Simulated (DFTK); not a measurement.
**CdS (Greenockite) in DFTK: convergence with cutoff**

The system is CdS (Greenockite).

```
CELL_PARAMETERS angstrom
4.15000 0.00000 0.00000
-2.07500 3.59401 0.00000
0.00000 0.00000 6.73700
ATOMIC_POSITIONS crystal
Cd 0.66637 0.32937 0.49922
Cd 0.34153 0.67607 0.00334
S 0.66571 0.33373 0.87557
S 0.33595 0.66880 0.37594
```

The cell isn't the ideal one: atoms moved at random.

- Program: DFTK 0.8.2
- Task: convergence study
- Functional: LDA
- Potentials or basis: cp2k.nc.sr.lda.v0_1.semicore.gth (LDA, GTH)
- Cutoff: 408 eV
- k mesh: 3 × 3 × 2
- Occupations: gaussian, width 0.05 eV
- Spin: no spin polarisation

These are the settings of the first run; the series varies cutoff, with any setting tied to it.

Hardware: 1 thread of Intel(R) Xeon(R) Platinum 8488C (Sapphire Rapids), with other jobs on the host.

Task: The values tried are 408.171 eV, 517.016 eV, 653.073 eV, 816.342 eV, 1006.82 eV, 1170.09 eV, 1414.99 eV, 1687.11 eV, loosest first. From which on does the largest force stay within 0.005 eV/Å of the tightest run that finished?

Result: From 653.073 eV on.

| cutoff | energy less the tightest run, at zero smearing (meV/atom) | pressure (GPa) | largest force (eV/Å) | gap on the mesh (eV) | SCF cycles |
| --- | --- | --- | --- | --- | --- |
| 408.171 eV | 23433.83 | -335.09 | 0.160 | 0.411 | 14 |
| 517.016 eV | 9479.66 | -185.52 | 0.181 | 0.686 | 14 |
| 653.073 eV | 2749.36 | -73.45 | 0.207 | 0.791 | 14 |
| 816.342 eV | 579.11 | -21.93 | 0.200 | 0.824 | 14 |
| 1006.82 eV | 87.76 | -6.21 | 0.205 | 0.834 | 14 |
| 1170.09 eV | 16.47 | -3.27 | 0.204 | 0.835 | 14 |
| 1414.99 eV | 1.10 | -2.49 | 0.204 | 0.836 | 14 |
| 1687.11 eV | 0.00 | -2.42 | 0.204 | 0.836 | 13 |

Against the tightest run, the pressure stays within 0.1 GPa from 1414.99 eV on; the gap on the mesh stays within 0.01 eV from 1006.82 eV on. Not settled before the last step: the energy (to 1 meV/atom). The tightest run that finished is the yardstick and may itself not be fully converged.

Caveat, for the tightest run too: the k mesh is coarse (spacing up to 0.58 Å⁻¹), so the values aren't converged.
